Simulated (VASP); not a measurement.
# Te2Pt in VASP: a series of runs

Aim: see how the results for Te2Pt move with the level of theory and the settings. Levels: PBE+D3(BJ), PBE. Tasks: relaxation of cell and atoms.

All numbers are computed with VASP 6.6.1; they aren't measurements. Logs are shortened: lines on timing, memory, paths and dates and some standing lists are left out, and cuts for length are marked.

### 1 Starting point

The cell holds a slab with vacuum, 3 atoms: a = 3.971 Å, b = 3.971 Å, c = 20.601 Å, α = 90.00°, β = 90.00°, γ = 120.00°.

### 2 Relaxation of cell and atoms, PBE+D3(BJ)

File INCAR:

```
ALGO     = Normal         # electronic algorithm
EDIFF    = 1E-7           # SCF threshold, eV
EDIFFG   = -0.005         # ionic threshold
ENCUT    = 600            # plane-wave cutoff, eV
GGA      = PE             # functional
IBRION   = 2              # ionic algorithm
ISIF     = 3              # what is computed and relaxed
ISMEAR   = 0              # smearing method
IVDW     = 12             # dispersion correction
KPAR     = 4            
LASPH    = T              # aspherical terms in the spheres
LATTICE_CONSTRAINTS= .TRUE. .TRUE. .FALSE.
LCHARG   = F              # write CHGCAR
LREAL    = F              # projectors in reciprocal space
LWAVE    = F              # write WAVECAR
NELM     = 80             # most SCF steps
NSW      = 90             # ionic steps
PREC     = Accurate       # precision mode
SIGMA    = 0.03           # smearing width, eV
```

File KPOINTS:

```
k-points
0
Gamma
  9 9 1
```

File POSCAR:

```
Te2Pt                                   
1.0
    3.9709726332     -0.0000000000      0.0000000000
   -1.9854863166      3.4389631789      0.0000000000
    0.0000000000      0.0000000000     20.6005000000
  Te              Pt            
     2     1
Direct
     0.6666666699999979    0.3333333300000021    0.4316785319458122
     0.3333333300000021    0.6666666699999979    0.5683214680541877
     0.0000000000000000    0.0000000000000000    0.5000000000000000
```

Potentials or basis: VASP PAW PBE potentials, release 64 (Te, Pt).

On the command line:

```bash
$ cat potpaw_PBE.64/Te/POTCAR potpaw_PBE.64/Pt/POTCAR > POTCAR
$ mpirun -np 4 vasp_std > vasp.out
```

OUTCAR:

```text
EDIFF = 1E-7
   EDIFFG = -0.005
   ENCUT = 600
   GGA = PE
   IBRION = 2
   ISIF = 3
   ISMEAR = 0
   IVDW = 12
   LASPH = T
   LREAL = F
   NELM = 80
   NSW = 90
   PREC = Accurate
 IVDW          = 12

 ion  position               nearest neighbor table
   1  0.667  0.333  0.432-   3 2.69   3 2.69   3 2.69   2 3.63   2 3.63   2 3.63
   2  0.333  0.667  0.568-   3 2.69   3 2.69   3 2.69   1 3.63   1 3.63   1 3.63
   3  0.000  0.000  0.500-   1 2.69   2 2.69   1 2.69   2 2.69   1 2.69   2 2.69

  LATTYP: Found a hexagonal cell.
 ALAT       =     3.9709726332
 C/A-ratio  =     5.1877718390

  Lattice vectors:

 A1 = (   3.9709726332,   0.0000000000,   0.0000000000)
 A2 = (  -1.9854863166,   3.4389631789,   0.0000000000)
 A3 = (   0.0000000000,   0.0000000000,  20.6005000000)

Analysis of symmetry for initial positions (statically):
=====================================================================
 Subroutine PRICEL returns:
 Original cell was already a primitive cell.

 Routine SETGRP: Setting up the symmetry group for a
 hexagonal supercell.

 Subroutine GETGRP returns: Found 12 space group operations
 (whereof 12 operations were pure point group operations)
 out of a pool of 24 trial point group operations.

The static configuration has the point symmetry D_3d.

Analysis of symmetry for dynamics (positions and initial velocities):
=====================================================================
 Subroutine PRICEL returns:
 Original cell was already a primitive cell.

 Routine SETGRP: Setting up the symmetry group for a
 hexagonal supercell.

 Subroutine GETGRP returns: Found 12 space group operations
 (whereof 12 operations were pure point group operations)
 out of a pool of 24 trial point group operations.

The dynamic configuration has the point symmetry D_3d.

 Subroutine INISYM returns: Found 12 space group operations
 (whereof 12 operations are pure point group operations),
 and found     1 'primitive' translations

----------------------------------------------------------------------------------------

                                     Primitive cell

  volume of cell :     281.3210

  direct lattice vectors                    reciprocal lattice vectors
     3.970972633  0.000000000  0.000000000     0.251827472  0.145392659  0.000000000
    -1.985486317  3.438963179  0.000000000     0.000000000  0.290785318  0.000000000
     0.000000000  0.000000000 20.600500000     0.000000000  0.000000000  0.048542511

  length of vectors
     3.970972633  3.970972634 20.600500000     0.290785318  0.290785318  0.048542511

  position of ions in fractional coordinates (direct lattice)
     0.666666670  0.333333330  0.431678532
     0.333333330  0.666666670  0.568321468
     0.000000000  0.000000000  0.500000000

  ion indices of the primitive-cell ions
   primitive index   ion index
                 1           1
                 2           2
                 3           3

----------------------------------------------------------------------------------------

 KPOINTS: k-points

Automatic generation of k-mesh.
 Grid dimensions read from file:
 generate k-points for:    9    9    1

 Generating k-lattice:

  Cartesian coordinates                     Fractional coordinates (reciprocal lattice)
     0.027980830  0.016154740  0.000000000     0.111111111  0.000000000  0.000000000
     0.000000000  0.032309480  0.000000000     0.000000000  0.111111111  0.000000000
     0.000000000  0.000000000  0.048542511     0.000000000  0.000000000  1.000000000

  Length of vectors
     0.032309480  0.032309480  0.048542511

  Shift w.r.t. Gamma in fractional coordinates (k-lattice)
     0.000000000  0.000000000  0.000000000

 Subroutine IBZKPT returns following result:
 ===========================================

 Found     12 irreducible k-points:

 Following reciprocal coordinates:
            Coordinates               Weight
  0.000000  0.000000  0.000000      1.000000
  0.111111  0.000000  0.000000      6.000000
  0.222222  0.000000  0.000000      6.000000
  0.333333  0.000000  0.000000      6.000000
  0.444444  0.000000  0.000000      6.000000
  0.111111  0.111111  0.000000      6.000000
  0.222222  0.111111  0.000000     12.000000
  0.333333  0.111111  0.000000     12.000000
  0.444444  0.111111  0.000000      6.000000
  0.222222  0.222222  0.000000      6.000000
  0.333333  0.222222  0.000000     12.000000
  0.333333  0.333333  0.000000      2.000000
   k-points           NKPTS =     12   k-points in BZ     NKDIM =     12   number of bands    NBANDS=     15
   number of dos      NEDOS =    301   number of ions     NIONS =      3
   total plane-waves  NPLWV = 172032
   dimension x,y,z NGX =    32 NGY =   32 NGZ =  168
   dimension x,y,z NGXF=    64 NGYF=   64 NGZF=  336
   ions per type =               2   1
   NGX,Y,Z   is equivalent  to a cutoff of  13.40, 13.40, 13.56 a.u.
   NGXF,Y,Z  is equivalent  to a cutoff of  26.79, 26.79, 27.12 a.u.
 SYSTEM =  unknown system
   PREC   = accura    normal or accurate (medium, high low for compatibility)
   ISTART =      0    job   : 0-new  1-cont  2-samecut
   ICHARG =      2    charge: 1-file 2-atom 10-const
   ISPIN  =      1    spin polarized calculation?
   LNONCOLLINEAR =      F non collinear calculations
   LSORBIT =      F    spin-orbit coupling
   LASPH  =      T    aspherical Exc in radial PAW
   ENCUT  =  600.0 eV  44.10 Ry    6.64 a.u.   7.93  7.93 41.14*2*pi/ulx,y,z
   NELM   =     80;   NELMIN=  2; NELMDL= -5     # of ELM steps
   EDIFF  = 0.1E-06   stopping-criterion for ELM
   LREAL  =      F    real-space projection
   EDIFFG = -.5E-02   stopping-criterion for IOM
   NSW    =     90    number of steps for IOM
   IBRION =      2    ionic relax: 0-MD 1-quasi-New 2-CG
   NFREE  =      1    steps in history (QN), initial steepest desc. (CG)
   ISIF   =      3    stress and relaxation
   ISYM   =      2    0-nonsym 1-usesym 2-fastsym
   POTIM  = 0.5000    time-step for ionic-motion
   TEBEG  =    0.0;   TEEND  =   0.0 temperature during run
   PSTRESS=    0.0 pullay stress
   NELECT =      22.0000    total number of electrons
   NUPDOWN=      -1.0000    fix difference up-down
   EMIN   =  10.00;   EMAX   =-10.00  energy-range for DOS
   EFERMI =   0.00;   METHOD = LEGACY
   ISMEAR =     0;   SIGMA  =   0.03  broadening in eV -4-tet -1-fermi 0-gaus
   EFERMI_NEDOS =   21; number of points for ismear=-14 and -15
   IALGO  =     38    algorithm
   IMIX   =      4    mixing-type and parameters
     AMIX     =   0.40;   BMIX     =  1.00
     AMIX_MAG =   1.60;   BMIX_MAG =  1.00
  volume/ion in A,a.u.               =      93.77       632.82
  Fermi-wavevector in a.u.,A,eV,Ry     =   0.700081  1.322961  6.668399  0.490113
  Thomas-Fermi vector in A             =   1.784136
   LORBIT       =      0    0 simple, 1 ext, 2 COOP (PROOUT), +10 PAW based schemes
   GGA     = PE    functional components
   LHFCALC =     F    Hartree Fock is set to
   AEXX    =    0.0000 exact exchange contribution
   IVDW    =    12    specifies the selected vdW correction
   LEPSILON=     F    determine dielectric tensor
   LRPA    =     F    only Hartree local field effects (RPA)
 conjugate gradient relaxation of ions
 non-spin polarized calculation
 Gauss-broadening in eV      SIGMA  =   0.03
  energy-cutoff  :      600.00
  volume of cell :      281.32
 maximum number of plane-waves:      9456
 NGX is ok and might be reduce to    32
   NGX = 15   NGY = 15   NGZ = 83

 number of electron      21.9999999 magnetization

 Free energy of the ion-electron system (eV)
  ---------------------------------------------------
  ext. energy  EPLUGINS =         0.00000000
  ---------------------------------------------------
  free energy    TOTEN  =       -13.47564925 eV

  energy without entropy =      -13.47564925  energy(sigma->0) =      -13.47564925

 E-fermi :  -1.1189     XC(G=0):  -3.4396

 val. band max:       -1.2862995399   @ k =   0.0000   0.0000   0.0000
 cond. band min:      -0.6159258405   @ k =   0.2222   0.2222   0.0000
 fundamental gap:      0.6703736994
 Fermi energy:        -1.1189365155

 k-point     1 :       0.0000    0.0000    0.0000
  band No.  band energies     occupation
      1     -14.2629      2.00000
      2     -12.2999      2.00000
      3      -6.5358      2.00000
      4      -6.4462      2.00000
      5      -6.4462      2.00000
      6      -4.7275      2.00000
      7      -4.7275      2.00000
      8      -3.3316      2.00000
      9      -2.0945      2.00000
     10      -1.2863      2.00000
     11      -1.2863      2.00000
     12       1.0661      0.00000
     13       1.0661      0.00000
     14       2.4561      0.00000
     15       2.7376      0.00000

 k-point     2 :       0.1111    0.0000    0.0000
  band No.  band energies     occupation
      1     -14.1270      2.00000
      2     -12.2907      2.00000
      3      -6.4894      2.00000
      4      -6.4144      2.00000
      5      -6.3823      2.00000
      6      -4.8486      2.00000
      7      -4.7848      2.00000
      8      -3.5606      2.00000
      9      -1.9043      2.00000
     10      -1.7125      2.00000
     11      -1.4049      2.00000
     12       0.2139      0.00000
     13       0.8746      0.00000
     14       2.7785      0.00000
     15       3.0538      0.00000

 k-point     3 :       0.2222    0.0000    0.0000
  band No.  band energies     occupation
      1     -13.7427      2.00000
      2     -12.2747      2.00000
      3      -6.5402      2.00000
      4      -6.2320      2.00000
      5      -6.1078      2.00000
      6      -5.3435      2.00000
      7      -4.8629      2.00000
      8      -4.0357      2.00000
      9      -2.4227      2.00000
     10      -1.8563      2.00000
     11      -1.7514      2.00000
     12      -0.5950      0.00000
     13       0.6813      0.00000
     14       2.8407      0.00000
     15       3.3532      0.00000

 k-point     4 :       0.3333    0.0000    0.0000
  band No.  band energies     occupation
      1     -13.1959      2.00000
      2     -12.2813      2.00000
      3      -6.8187      2.00000
      4      -6.1150      2.00000
      5      -6.0751      2.00000
      6      -5.4786      2.00000
      7      -4.7569      2.00000
      8      -4.2195      2.00000
      9      -3.3174      2.00000
     10      -2.5679      2.00000
     11      -2.3676      2.00000
     12      -0.1425      0.00000
     13       0.6877      0.00000
     14       2.0740      0.00000
     15       3.8682      0.00000
[... 91 lines left out ...]
 k-point    10 :       0.2222    0.2222    0.0000
  band No.  band energies     occupation
      1     -12.9219      2.00000
      2     -12.2778      2.00000
      3      -6.7128      2.00000
      4      -6.3733      2.00000
      5      -5.8924      2.00000
      6      -5.3142      2.00000
      7      -5.3039      2.00000
      8      -4.2591      2.00000
      9      -3.4435      2.00000
     10      -3.2142      2.00000
     11      -2.1042      2.00000
     12      -0.6159      0.00000
     13       0.2757      0.00000
     14       3.2189      0.00000
     15       3.8367      0.00000

 k-point    11 :       0.3333    0.2222    0.0000
  band No.  band energies     occupation
      1     -12.5071      2.00000
      2     -12.3221      2.00000
      3      -7.1475      2.00000
      4      -6.3363      2.00000
      5      -5.9434      2.00000
      6      -5.1554      2.00000
      7      -5.1347      2.00000
      8      -4.3610      2.00000
      9      -3.9789      2.00000
     10      -3.1880      2.00000
     11      -2.6787      2.00000
     12      -0.4758      0.00000
     13       0.1308      0.00000
     14       2.9378      0.00000
     15       4.4320      0.00000

 k-point    12 :       0.3333    0.3333    0.0000
  band No.  band energies     occupation
      1     -12.3431      2.00000
      2     -12.3431      2.00000
      3      -6.9924      2.00000
      4      -6.3822      2.00000
      5      -6.3822      2.00000
      6      -5.0631      2.00000
      7      -5.0631      2.00000
      8      -4.4833      2.00000
      9      -3.9298      2.00000
     10      -3.0190      2.00000
     11      -3.0190      2.00000
     12      -0.3043      0.00000
     13      -0.3043      0.00000
     14       3.0085      0.00000
     15       5.1742      0.00000

------------------------ aborting loop because EDIFF is reached ----------------------------------------

 Edisp (eV)   -1.03947

 E8    (eV) :    -0.5071

  FORCE on cell =-STRESS in cart. coord.  units (eV):
  Direction    XX          YY          ZZ          XY          YZ          ZX
  --------------------------------------------------------------------------------------
  -------------------------------------------------------------------------------------
  Total      -0.00071    -0.00071    -0.00826     0.00000    -0.00000     0.00000
  in kB      -0.00406    -0.00406    -0.04707     0.00000    -0.00000     0.00000
  external pressure =       -0.02 kB  Pullay stress =        0.00 kB

 VOLUME and BASIS-vectors are now :
 -----------------------------------------------------------------------------
  energy-cutoff  :      600.00
  volume of cell :      281.32
      direct lattice vectors                 reciprocal lattice vectors
     3.970972633  0.000000000  0.000000000     0.251827472  0.145392659  0.000000000
    -1.985486317  3.438963179  0.000000000     0.000000000  0.290785318  0.000000000
     0.000000000  0.000000000 20.600500000     0.000000000  0.000000000  0.048542511

 POSITION                                       TOTAL-FORCE (eV/Angst)
 -----------------------------------------------------------------------------------
      1.98549      1.14632      8.89279         0.000000      0.000000     -0.001714
     -0.00000      2.29264     11.70771         0.000000     -0.000000      0.001714
      0.00000      0.00000     10.30025        -0.000000      0.000000      0.000000
 -----------------------------------------------------------------------------------
    total drift:                               -0.000000     -0.000000      0.000000

  FREE ENERGIE OF THE ION-ELECTRON SYSTEM (eV)
  ---------------------------------------------------
  free  energy   TOTEN  =       -14.5151165192 eV

  energy  without entropy=      -14.5151165192  energy(sigma->0) =      -14.51511652

 reached required accuracy - stopping structural energy minimisation
```

Wall time 38 s (4 MPI ranks of Intel Xeon Platinum 8488C (Sapphire Rapids), shared host); peak memory 0.48 GiB.

Results:

```
Free energy                : -14.5151 eV
Band gap on the k mesh     : 0.67 eV, indirect (least direct gap 1.16 eV)
Dispersion energy per atom : -0.346 eV
```

Final structure:
```xyz
3
Lattice="3.9710 0.0000 0.0000 -1.9855 3.4390 0.0000 0.0000 0.0000 20.6005" Properties=species:S:1:pos:R:3 pbc="T T T"
Te    1.9855    1.1463    8.8928
Te    0.0000    2.2926   11.7077
Pt    0.0000    0.0000   10.3003
```

Caveat: the relaxation stopped at its first step, so nothing moved; spin-orbit coupling is left out, which moves the levels of the heavy elements.

(Part 1 of 3 ends here.)
